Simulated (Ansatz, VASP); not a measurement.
## VH2 in VASP and in Ansatz

File INCAR:

```
SYSTEM = VH2
  PREC = Accurate
  ENCUT = 600
  EDIFF = 1E-7
  ISMEAR = -1
  SIGMA = 0.05
  LREAL = .FALSE.
  LASPH = .TRUE.
  NELM = 150
  ALGO = Normal
  ISIF = 3
  LWAVE = .FALSE.
  LCHARG = .FALSE.
  ISPIN = 2
  MAGMOM = 1.5 0 0
  LORBIT = 11
  LMAXMIX = 4
  GGA = PS
  IBRION = 2
  NSW = 100
  EDIFFG = -0.005
```

Contents of KPOINTS:

```
Automatic mesh
0
G
  13 13 13
  0 0 0
```

File POSCAR:

```
VH2
1.0
    0.0000000000      2.1909921805      2.1909921805
    2.1909921805      0.0000000000      2.1909921805
    2.1909921805      2.1909921805      0.0000000000
V H
1 2
Direct
    0.0000000000      0.0000000000      0.0000000000
    0.2500000000      0.2500000000      0.2500000000
    0.7500000000      0.7500000000      0.7500000000
```

Input for Ansatz:

```yaml
crystal:
  lattice:
    - [0.0, 2.1909921805, 2.1909921805]
    - [2.1909921805, 0.0, 2.1909921805]
    - [2.1909921805, 2.1909921805, 0.0]
  atoms:
    - { symbol: V, position: [0.0, 0.0, 0.0], spin: 1.5 }
    - { symbol: H, position: [0.25, 0.25, 0.25] }
    - { symbol: H, position: [0.75, 0.75, 0.75] }
magnetization:
  spin_polarized: true
kpoints:
  mp_grid: { grid: [13, 13, 13] }
scf:
  occupations: { method: fermi_dirac, width: 0.05 }
hamiltonian:
  xc: pbesol
  pseudopotentials: { kind: all_electron, lapw: { basis_error: 0.001 } }
output:
  forces: true
  stress: true
relax:
  f_tol: 0.005
  max_steps: 80
  cell: {}
```

Alike in both runs: task relaxation of cell and atoms; functional PBEsol; k mesh 13 × 13 × 13; occupations fermi-dirac, width 0.05 eV; collinear spin.

```csv
,VASP,Ansatz
version,VASP 6.6.1,Ansatz 0.2.0
potentials or method,"VASP PAW PBE potentials, release 64 (V_sv, H)","all-electron LAPW, scalar-relativistic"
plane-wave cutoff (eV),600,see its input
```

VASP gave:

| Quantity | Value |
| --- | --- |
| net moment per atom (μB) | 0.00 |
| relaxed volume (Å³/atom) | 6.03 |
| relaxed cell length with the largest relative difference (Å) | 2.946 |
| energy change over the relaxation (meV/atom) | -74 |

Problem. Which values does Ansatz return?

Solution. net moment per atom (μB): 0.00; relaxed volume (Å³/atom): 6.02; relaxed cell length with the largest relative difference (Å): 2.945; energy change over the relaxation (meV/atom): -75.

Ansatz ran all-electron here, so the differences hold the error of VASP's frozen core and of both bases. Ansatz warned: «seeded_moment_not_kept».

Caveats: the PAW data sets were made with another functional, which shifts forces and pressure a little (VASP).
